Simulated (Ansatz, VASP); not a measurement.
# Ta: VASP beside Ansatz

```
Ta
1.0
    -1.83036    1.65604    1.65604
     1.65604   -1.83036    1.65604
     1.65604    1.65604   -1.83036
Ta
1
Direct
  0.00000 0.00000 0.00000
```

Alike in both runs: task single point; functional LDA; k mesh 22 × 22 × 22; occupations gaussian, width 0.15 eV; no spin polarisation.

|  | VASP | Ansatz |
| --- | --- | --- |
| version | VASP 6.6.1 | Ansatz 0.2.0 |
| potentials or method | VASP PAW LDA potentials, release 64 (Ta_pv) | scalar-relativistic, plane waves, PAW |
| plane-wave cutoff (eV) | 520 | 420 |
| valence electrons in the cell | 11 | 13 |

|  | VASP | Ansatz | Ansatz less VASP |
| --- | --- | --- | --- |
| gap on the k mesh at the Fermi level (eV) | none | none | - |
| pressure (GPa) | -4.8 | -5.7 | -0.81 |
| largest component of the traceless stress (GPa) | 8.02 | 7.88 | -0.141 |

A gap of «none» marks a metal or a gap that the smearing closes. The two sets of potentials don't hold the same shells in valence.

Spin-orbit coupling is left out, which matters for the levels of Ta.
